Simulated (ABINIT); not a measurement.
Runs of ABINIT 10.8.3 (patched build) on CdSe. It takes space group F-43m (No. 216, cubic). Conventional cell: a = 6.141 Å, b = 6.141 Å, c = 6.141 Å, α = 90.00°, β = 90.00°, γ = 90.00°. Cd (site symmetry -43m) is surrounded by 4 Se at 2.66 Å. Se (site symmetry -43m) is surrounded by 4 Cd at 2.66 Å. Measurements of this composition are mostly on another form, of space group No. 186.

```tsv
task	level	potentials or basis	k mesh	cutoff (eV)	fine-grid cutoff	gap on the mesh (eV)
single point	PBE	JTH PAW PBE v2.0	8 × 8 × 8	599	1197.3 eV	0.54
band structure	revPBE	JTH PAW PBE v2.0	8 × 8 × 8	463	925.187 eV	0.67
single point	LDA	JTH PAW LDA v2.0	5 × 5 × 5	463	925.187 eV	0.26
band structure	r2SCAN	Ansatz PAW PBE default generated set, frozen core	5 × 5 × 5	490	979.61 eV	(a)
single point	PBE	JTH PAW PBE v2.0	6 × 6 × 6	463	925.187 eV	0.54
single point	LDA	JTH PAW LDA v2.0	6 × 6 × 6	463	925.187 eV	0.26
single point	r2SCAN	JTH PAW PBE v2.0	5 × 5 × 5	544	1088.46 eV	1.00
```

Alike in all rows: no spin polarisation; cell as given; smearing fermi-dirac 0.05 eV.

Question: Estimate the missing entries.

Answer: (a) 1.03.

Caveats: an odd mesh through Γ misses points on the zone boundary, where band edges often lie (some runs).

A k mesh can miss the band edges, and the runs leave out spin-orbit coupling on Cd, Se.

Not every run made on this cell is shown here.
